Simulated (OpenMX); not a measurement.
# MoP (P-6m2) in OpenMX: phonons with PBE

Aim: the phonons of MoP with PBE.

Everything below comes from runs of OpenMX 3.8.5. Logs are shortened: lines on timing, memory, paths and dates and some standing lists are left out, and cuts for length are marked.

## 1. The structure

Symmetry: P-6m2, No. 187, hexagonal system. Conventional cell: a = 3.223 Å, b = 3.223 Å, c = 3.191 Å, α = 90.00°, β = 90.00°, γ = 120.00°. Mo (site symmetry -6m2) is surrounded by 6 P at 2.45 Å. P (site symmetry -6m2) is surrounded by 6 Mo at 2.45 Å.

## 2. Phonons, PBE

Potentials or basis: OpenMX 2013 PBE set, Mo7.0-s3p2d1, P7.0-s2p2d1, grid cutoff 560 Ry.

This step only gathers the single runs of the series.

Results:

| Property | Result |
| --- | --- |
| Highest phonon frequency at Γ, LO-TO splitting left out | 430 cm⁻¹ |

Phonon frequencies in cm⁻¹ (negative: imaginary):
| q point | frequencies |
| --- | --- |
| (0.000, 0.000, 0.000) | 0 0 0 429 430 430 |

Caveat: cell and atoms weren't relaxed in this basis first, which shifts the frequencies.
